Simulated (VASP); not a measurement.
# I (C2/m) in VASP: notebook

The runs below take I through single point, with PBE, RPBE, LDA.

Everything below comes from runs of VASP 6.6.1. Logs are shortened: lines on timing, memory, paths and dates and some standing lists are left out, and cuts for length are marked.

## (1) The structure

It takes space group C2/m (No. 12, monoclinic). The conventional cell has a = 5.077 Å, b = 7.413 Å, c = 2.880 Å, α = 90.00°, β = 124.24°, γ = 90.00°. I (site symmetry 2/m) has 2 I at 2.88 Å as nearest neighbours.

## (2) Single point, PBE

The input, INCAR:

```
  PREC = Accurate
  ENCUT = 350
  EDIFF = 1E-6
  ISMEAR = 0
  SIGMA = 0.02
  LREAL = False
  LASPH = True
  NELM = 80
  ALGO = Normal
  ISIF = 2
  LWAVE = False
  LCHARG = False
  GGA = PE
```

The input, KPOINTS:

```
Automatic mesh
0
Gamma
  3 3 5
```

The input, POSCAR:

```
I
1.0
    2.5383465792     -3.7066249365      0.0000000000
    2.5383465792      3.7066249365      0.0000000000
   -1.6208748370      0.0000000000      2.3810977968
I
1
Direct
    0.5000000000      0.5000000000      0.5000000000
```

Potentials or basis: VASP PAW PBE potentials, release 64 (I_GW).

Command:

```console
> cat potpaw_PBE.64/I_GW/POTCAR > POTCAR
> mpirun -np 1 vasp_std > vasp.out
```

OUTCAR:

```text
PREC = Accurate
   ENCUT = 350
   EDIFF = 1E-6
   ISMEAR = 0
   LREAL = False
   LASPH = True
   NELM = 80
   ISIF = 2
   GGA = PE

 ion  position               nearest neighbor table
   1  0.500  0.500  0.500-

  LATTYP: Found a base centered monoclinic cell.
 ALAT       =     5.0766931584
 B/A-ratio  =     1.4602517114
 C/A-ratio  =     0.5673826054
 COS(beta)  =    -0.5627202553

  Lattice vectors:

 A1 = (   2.5383465792,  -3.7066249365,   0.0000000000)
 A2 = (   2.5383465792,   3.7066249365,   0.0000000000)
 A3 = (  -1.6208748370,   0.0000000000,   2.3810977968)

Analysis of symmetry for initial positions (statically):
=====================================================================
 Subroutine PRICEL returns:
 Original cell was already a primitive cell.

 Routine SETGRP: Setting up the symmetry group for a
 base centered monoclinic supercell.

 Subroutine GETGRP returns: Found  4 space group operations
 (whereof  4 operations were pure point group operations)
 out of a pool of  4 trial point group operations.

The static configuration has the point symmetry C_2h.

Analysis of symmetry for dynamics (positions and initial velocities):
=====================================================================
 Subroutine PRICEL returns:
 Original cell was already a primitive cell.

 Routine SETGRP: Setting up the symmetry group for a
 base centered monoclinic supercell.

 Subroutine GETGRP returns: Found  4 space group operations
 (whereof  4 operations were pure point group operations)
 out of a pool of  4 trial point group operations.

The dynamic configuration has the point symmetry C_2h.

 Subroutine INISYM returns: Found  4 space group operations
 (whereof  4 operations are pure point group operations),
 and found     1 'primitive' translations

----------------------------------------------------------------------------------------

                                     Primitive cell

  volume of cell :      44.8061

  direct lattice vectors                    reciprocal lattice vectors
     2.538346579 -3.706624936  0.000000000     0.196978618 -0.134893605  0.134088438
     2.538346579  3.706624936  0.000000000     0.196978618  0.134893605  0.134088438
    -1.620874837  0.000000000  2.381097797     0.000000000  0.000000000  0.419974350

  length of vectors
     4.492468339  4.492468339  2.880427391     0.273818498  0.273818498  0.419974350

  position of ions in fractional coordinates (direct lattice)
     0.500000000  0.500000000  0.500000000

  ion indices of the primitive-cell ions
   primitive index   ion index
                 1           1

----------------------------------------------------------------------------------------

 KPOINTS: Automatic mesh

Automatic generation of k-mesh.
 Grid dimensions read from file:
 generate k-points for:    3    3    5

 Generating k-lattice:

  Cartesian coordinates                     Fractional coordinates (reciprocal lattice)
     0.065659539 -0.044964535  0.044696146     0.333333333 -0.000000000  0.000000000
     0.065659539  0.044964535  0.044696146    -0.000000000  0.333333333  0.000000000
     0.000000000  0.000000000  0.083994870     0.000000000  0.000000000  0.200000000

  Length of vectors
     0.091272833  0.091272833  0.083994870

  Shift w.r.t. Gamma in fractional coordinates (k-lattice)
     0.000000000  0.000000000  0.000000000

 Subroutine IBZKPT returns following result:
 ===========================================

 Found     16 irreducible k-points:

 Following reciprocal coordinates:
            Coordinates               Weight
  0.000000  0.000000  0.000000      1.000000
  0.333333  0.000000  0.000000      4.000000
  0.333333  0.333333  0.000000      2.000000
 -0.333333  0.333333  0.000000      2.000000
  0.000000  0.000000  0.200000      2.000000
  0.333333  0.000000  0.200000      4.000000
[... 8 lines left out ...]
 -0.333333  0.333333  0.400000      4.000000
 -0.333333 -0.333333  0.400000      2.000000
   k-points           NKPTS =     16   k-points in BZ     NKDIM =     16   number of bands    NBANDS=      7
   number of dos      NEDOS =    301   number of ions     NIONS =      1
   total plane-waves  NPLWV =  14112
   dimension x,y,z NGX =    28 NGY =   28 NGZ =   18
   dimension x,y,z NGXF=    56 NGYF=   56 NGZF=   36
   ions per type =               1
   NGX,Y,Z   is equivalent  to a cutoff of  10.36, 10.36, 10.39 a.u.
   NGXF,Y,Z  is equivalent  to a cutoff of  20.72, 20.72, 20.78 a.u.
 SYSTEM =  unknown system
   PREC   = accura    normal or accurate (medium, high low for compatibility)
   ISTART =      0    job   : 0-new  1-cont  2-samecut
   ICHARG =      2    charge: 1-file 2-atom 10-const
   ISPIN  =      1    spin polarized calculation?
   LNONCOLLINEAR =      F non collinear calculations
   LSORBIT =      F    spin-orbit coupling
   LASPH  =      T    aspherical Exc in radial PAW
   ENCUT  =  350.0 eV  25.72 Ry    5.07 a.u.   6.85  6.85  4.39*2*pi/ulx,y,z
[... 41 lines left out ...]

 val. band max:        2.0274951708   @ k =  -0.3333   0.0000   0.2000
 cond. band min:       2.0847362463   @ k =   0.3333   0.0000   0.2000
 fundamental gap:      0.0572410755
 Fermi energy:         2.0361668028

 k-point     1 :       0.0000    0.0000    0.0000
  band No.  band energies     occupation
      1     -11.3923      2.00000
      2       0.6002      2.00000
      3       0.6333      2.00000
      4       6.1776      0.00000
      5       6.4995      0.00000
      6      10.0342      0.00000
      7      10.3724      0.00000

 k-point     2 :       0.3333    0.0000    0.0000
  band No.  band energies     occupation
      1     -11.1837      2.00000
      2      -1.0321      2.00000
      3       0.2523      2.00000
      4       6.1902      0.00000
      5       7.5650      0.00000
      6      10.7058      0.00000
      7      12.7161      0.00000

 k-point     3 :       0.3333    0.3333    0.0000
  band No.  band energies     occupation
      1     -11.0829      2.00000
      2      -0.9597      2.00000
      3      -0.8065      2.00000
      4       6.1162      0.00000
      5       9.9960      0.00000
      6      10.1907      0.00000
      7      12.1319      0.00000

 k-point     4 :      -0.3333    0.3333    0.0000
  band No.  band energies     occupation
      1     -11.2041      2.00000
      2      -0.9384      2.00000
      3       0.2741      2.00000
      4       6.0321      0.00000
      5       7.5217      0.00000
      6      10.6662      0.00000
      7      12.6489      0.00000

 k-point     5 :       0.0000    0.0000    0.2000
  band No.  band energies     occupation
      1     -10.6698      2.00000
      2       0.4902      2.00000
      3       1.0416      2.00000
      4       2.0998      0.00001
      5       8.1111      0.00000
      6       9.9756      0.00000
      7      11.4999      0.00000

 k-point     6 :       0.3333    0.0000    0.2000
  band No.  band energies     occupation
      1     -10.4595      2.00000
      2      -0.7712      2.00000
      3       0.5719      2.00000
      4       2.0847      0.00059
      5       8.2876      0.00000
      6      11.7146      0.00000
      7      12.8365      0.00000

 k-point     7 :      -0.3333    0.0000    0.2000
  band No.  band energies     occupation
      1     -10.6530      2.00000
      2       0.3960      2.00000
      3       0.9358      2.00000
      4       2.0275      1.46024
      5       8.3753      0.00000
      6       9.8155      0.00000
      7      11.8109      0.00000
[... 41 lines left out ...]
 k-point    12 :       0.3333    0.0000    0.4000
  band No.  band energies     occupation
      1      -8.8946      2.00000
      2      -2.5124      2.00000
      3       1.1382      2.00000
      4       1.6195      2.00000
      5       8.7610      0.00000
      6       9.4783      0.00000
      7      11.8488      0.00000

 k-point    13 :      -0.3333    0.0000    0.4000
  band No.  band energies     occupation
      1      -9.0420      2.00000
      2      -2.5221      2.00000
      3       1.7588      2.00000
      4       2.1922      0.00000
      5       8.4846      0.00000
      6      10.2540      0.00000
      7      10.9416      0.00000

 k-point    14 :       0.3333    0.3333    0.4000
  band No.  band energies     occupation
      1      -8.9211      2.00000
      2      -2.6352      2.00000
      3       0.9766      2.00000
      4       2.0248      1.57832
      5       9.8211      0.00000
      6       9.9652      0.00000
      7      10.9429      0.00000

 k-point    15 :      -0.3333    0.3333    0.4000
  band No.  band energies     occupation
      1      -8.8531      2.00000
      2      -2.4325      2.00000
      3       0.8184      2.00000
      4       1.6844      2.00000
      5       8.2261      0.00000
      6       9.4363      0.00000
      7      11.0861      0.00000

 k-point    16 :      -0.3333   -0.3333    0.4000
  band No.  band energies     occupation
      1      -8.9773      2.00000
      2      -2.4182      2.00000
      3       1.4367      2.00000
      4       1.9518      2.00000
      5       8.5715      0.00000
      6       8.9164      0.00000
      7      11.4231      0.00000

------------------------ aborting loop because EDIFF is reached ----------------------------------------

  FORCE on cell =-STRESS in cart. coord.  units (eV):
  Direction    XX          YY          ZZ          XY          YZ          ZX
  --------------------------------------------------------------------------------------
  -------------------------------------------------------------------------------------
  Total        0.4366675      0.1226798      1.4750756      0.0000000      0.0000000     -1.2990296
  in kB       15.6143759      4.3867911     52.7458236      0.0000000      0.0000000    -46.4507613
  external PRESSURE =      24.2489969 kB  Pullay stress =       0.0000000 kB

 VOLUME and BASIS-vectors are now :
 -----------------------------------------------------------------------------
  energy-cutoff  :      350.00
  volume of cell :       44.81
      direct lattice vectors                 reciprocal lattice vectors
     2.538346579 -3.706624936  0.000000000     0.196978618 -0.134893605  0.134088438
     2.538346579  3.706624936  0.000000000     0.196978618  0.134893605  0.134088438
    -1.620874837  0.000000000  2.381097797     0.000000000  0.000000000  0.419974350

 POSITION                                       TOTAL-FORCE (eV/Angst)
 -----------------------------------------------------------------------------------
      1.72791      0.00000      1.19055         0.000000     -0.000000      0.000000
 -----------------------------------------------------------------------------------
    total drift:                                0.000000      0.000000      0.000000

  FREE ENERGIE OF THE ION-ELECTRON SYSTEM (eV)
  ---------------------------------------------------
  free  energy   TOTEN  =        -1.0798230582 eV

  energy  without entropy=       -1.0786260342  energy(sigma->0) =       -1.07922455
```

It took 2.2 s on 1 thread of Intel Xeon 6975P-C (Granite Rapids), shared host; peak memory 0.13 GiB.

What came out:

| Item | Value |
| --- | --- |
| Free energy | -1.0798 eV |
| Pressure | 2.4 GPa |
| Band gap on the k mesh | none (metal or under the smearing width) |

Stress tensor (GPa, compression positive):
```
 1.56  0.00 -4.65
 0.00  0.44  0.00
-4.65  0.00  5.27
```

Caveat: the k mesh is coarse (spacing up to 0.57 Å⁻¹), so the values aren't converged; an odd number of electrons without spin polarisation forces a metal; a magnetic or distorted state may lie lower. Spin-orbit coupling is left out, which matters for the levels of I.

## (3) Single point, RPBE

The input, INCAR:

```
SYSTEM = I
PREC = Accurate ; ENCUT = 520
EDIFF = 1E-7 ; ISMEAR = 0
SIGMA = 0.02 ; LREAL = .FALSE.
LASPH = .TRUE. ; NELM = 60
ALGO = Fast ; ISIF = 2
LWAVE = .FALSE. ; LCHARG = .TRUE.
GGA = RP ; LELF = .TRUE.
LVHAR = .TRUE.
```

The input, KPOINTS:

```
Automatic mesh
0
G
  7 7 11
  0 0 0
```

The input, POSCAR:

```
I
4.4925
    0.565018715459     -0.825069546244      0.000000000000
    0.565018715459      0.825069546244      0.000000000000
   -0.360795734446      0.000000000000      0.530016204073
I
1
Direct
    0.5000000000      0.5000000000      0.5000000000
```

Potentials or basis: VASP PAW PBE potentials, release 64 (I).

Command:

```console
> cat potpaw_PBE.64/I/POTCAR > POTCAR
> mpirun -np 1 vasp_std > vasp.out
```

Wall time 36 s (1 thread of AMD EPYC 9R45 (Zen 5), shared host); peak memory 0.18 GiB.

The run converged. Its results:

* Free energy: -1.1364 eV
* Pressure: 2.3 GPa
* Band gap on the k mesh: none (metal or under the smearing width)

Stress tensor (GPa, compression positive):
```
 2.22  0.00 -0.54
 0.00  2.03  0.00
-0.54  0.00  2.58
```

Levels at points of the mesh, in eV from the Fermi level:
| k point | band 1 | band 2 | band 3 | band 4 | band 5 | band 6 | band 7 |
| --- | --- | --- | --- | --- | --- | --- | --- |
| (0.00, 0.00, 0.00) | -13.61 | -1.64 | -1.61 | 3.93 | 4.57 | 7.92 | 8.22 |

Caveat: the PAW data sets were made with another functional, which shifts forces and pressure a little; an odd number of electrons without spin polarisation forces a metal; a magnetic or distorted state may lie lower. Spin-orbit coupling is left out, which matters for the levels of I.

## (4) Single point, RPBE

The input, run.py:

```python
from ase.calculators.vasp import Vasp
from ase.dft.bandgap import bandgap
from ase.io import read

atoms = read('POSCAR')
calc = Vasp(
    directory='calc',
    xc='rpbe',
    pp='PBE',
    setups='recommended',
    prec='Accurate',
    encut=520,
    ediff=1e-07,
    ismear=0,
    sigma=0.02,
    lreal=False,
    lasph=True,
    nelm=60,
    algo='Normal',
    isif=2,
    lwave=False,
    lcharg=False,
    kpts=[7, 7, 11],
    gamma=True,
    nbands=10,
)
atoms.calc = calc

print('energy (eV):', atoms.get_potential_energy())
print('free energy (eV):', atoms.get_potential_energy(force_consistent=True))
print('forces (eV/A):')
print(atoms.get_forces())
print('stress (eV/A^3, Voigt):', atoms.get_stress())
print('Fermi level (eV):', calc.get_fermi_level())
gap, top, bottom = bandgap(calc)
print('band gap (eV):', gap, 'from (spin, k, band)', top, 'to', bottom)
```

The input, POSCAR:

```
I
1.0
    2.5383465792     -3.7066249365      0.0000000000
    2.5383465792      3.7066249365      0.0000000000
   -1.6208748370      0.0000000000      2.3810977968
I
1
Direct
    0.5000000000      0.5000000000      0.5000000000
```

Command:

```console
> python run.py
```

It took 43 s on 1 thread of AMD EPYC 9R45 (Zen 5), shared host; peak memory 0.19 GiB.

The run converged. Its results:

```
Free energy            : -1.1364 eV
Pressure               : 2.3 GPa
Band gap on the k mesh : none (metal or under the smearing width)
```

Stress tensor (GPa, compression positive):
```
 2.22  0.00 -0.54
 0.00  2.03  0.00
-0.54  0.00  2.58
```

Levels at points of the mesh, in eV from the Fermi level:
| k point | band 1 | band 2 | band 3 | band 4 | band 5 | band 6 | band 7 | band 8 |
| --- | --- | --- | --- | --- | --- | --- | --- | --- |
| (0.00, 0.00, 0.00) | -13.61 | -1.64 | -1.61 | 3.93 | 4.57 | 7.92 | 8.22 | 10.66 |

Caveat: the PAW data sets were made with another functional, which shifts forces and pressure a little; an odd number of electrons without spin polarisation forces a metal; a magnetic or distorted state may lie lower. Spin-orbit coupling is left out, which matters for the levels of I.

## (5) Single point, LDA

The input, INCAR:

```
SYSTEM = I
PREC = Accurate
ENCUT = 520
EDIFF = 1E-7
ISMEAR = 0
SIGMA = 0.1
LREAL = .FALSE.
LASPH = .TRUE.
NELM = 60
ALGO = Normal
ISIF = 2
LWAVE = .FALSE.
LCHARG = .FALSE.
GGA = CA
NBANDS = 10
```

KPOINTS is that of step 3.

POSCAR is that of step 4.

Potentials or basis: VASP PAW LDA potentials, release 64 (I).

Command:

```console
> cat potpaw_LDA.64/I/POTCAR > POTCAR
> mpirun -np 1 vasp_std > vasp.out
```

It took 26 s on 1 thread of Intel Xeon 6975P-C (Granite Rapids), shared host; peak memory 0.19 GiB.

Results (log left out):

```yaml
Free_energy: -1.8554 eV
Pressure: -1.3 GPa
Band_gap_on_the_k_mesh: none (metal or under the smearing width)
```

Stress tensor (GPa, compression positive):
```
-1.44  0.00  0.01
 0.00 -1.01  0.00
 0.01  0.00 -1.54
```

Levels at points of the mesh, in eV from the Fermi level:
| k point | band 1 | band 2 | band 3 | band 4 | band 5 | band 6 | band 7 | band 8 |
| --- | --- | --- | --- | --- | --- | --- | --- | --- |
| (0.00, 0.00, 0.00) | -13.66 | -1.55 | -1.54 | 3.85 | 4.02 | 7.71 | 8.01 | 10.41 |

Caveat: an odd number of electrons without spin polarisation forces a metal; a magnetic or distorted state may lie lower.

## (6) Single point, LDA

run.py: that of step 4 with these lines changed.

```diff
@@ -1,11 +1,16 @@
+from ase import Atoms
 from ase.calculators.vasp import Vasp
 from ase.dft.bandgap import bandgap
-from ase.io import read
 
-atoms = read('POSCAR')
+atoms = Atoms(
+    ['I'],
+    cell=[[2.5383465792, -3.7066249365, 0.0], [2.5383465792, 3.7066249365, 0.0], [-1.620874837, 0.0, 2.3810977968]],
+    scaled_positions=[[0.5, 0.5, 0.5]],
+    pbc=True,
+)
 calc = Vasp(
     directory='calc',
-    xc='rpbe',
-    pp='PBE',
-    setups='recommended',
+    xc='lda',
+    pp='LDA',
+    setups='materialsproject',
     prec='Accurate',
@@ -14,3 +19,3 @@
     ismear=0,
-    sigma=0.02,
+    sigma=0.1,
     lreal=False,
@@ -18,3 +23,3 @@
     nelm=60,
-    algo='Normal',
+    algo='Fast',
     isif=2,
```

Potentials or basis: VASP PAW LDA potentials, release 64 (I).

Command:

```console
> python run.py
```

Run time: 33 s. Hardware: 1 thread of Intel Xeon 6975P-C (Granite Rapids), shared host; peak memory 0.19 GiB.

Results (log left out):

| Property | Result |
| --- | --- |
| Free energy | -1.8554 eV |
| Pressure | -1.3 GPa |
| Band gap on the k mesh | none (metal or under the smearing width) |

Stress tensor (GPa, compression positive):
```
-1.44  0.00  0.01
 0.00 -1.01  0.00
 0.01  0.00 -1.54
```

Levels at points of the mesh, in eV from the Fermi level:
| k point | band 1 | band 2 | band 3 | band 4 | band 5 | band 6 | band 7 |
| --- | --- | --- | --- | --- | --- | --- | --- |
| (0.00, 0.00, 0.00) | -13.66 | -1.55 | -1.54 | 3.85 | 4.02 | 7.71 | 8.01 |

Caveat: an odd number of electrons without spin polarisation forces a metal; a magnetic or distorted state may lie lower. The run has no spin-orbit coupling, so splittings on I are missing.

## (7) The reference run

An earlier run on the cell as given: functional PBE; potentials or basis VASP PAW PBE potentials, release 64 (I); cutoff 520 eV; k mesh 7 × 7 × 11; occupations fermi-dirac, width 0.05 eV; no spin polarisation.

- Pressure: 1.1 GPa
- Band gap on the k mesh: none (metal or under the smearing width)

## (8) Summary

```tsv
level	potentials or basis	k mesh	cutoff (eV)	smearing	mesh quality	gap on the mesh (eV)	pressure (GPa)
PBE	VASP PAW PBE potentials, release 64 (I_GW)	3 × 3 × 5	350	gaussian 0.02 eV	coarse	none	2.4
RPBE	VASP PAW PBE potentials, release 64 (I)	7 × 7 × 11	520	gaussian 0.02 eV	not flagged	none	2.3
LDA	VASP PAW LDA potentials, release 64 (I)	7 × 7 × 11	520	gaussian 0.1 eV	not flagged	none	-1.3
PBE	VASP PAW PBE potentials, release 64 (I)	7 × 7 × 11	520	fermi-dirac 0.05 eV	not flagged	none	1.1
```

Alike in all rows: task single point; no spin polarisation; cell as given.

Caveats: some runs use coarse meshes; an odd number of electrons without spin polarisation forces a metal; a magnetic or distorted state may lie lower; the PAW data sets were made with another functional, which shifts forces and pressure a little (some runs).

Absolute energies hang on the potentials; compare differences alone.
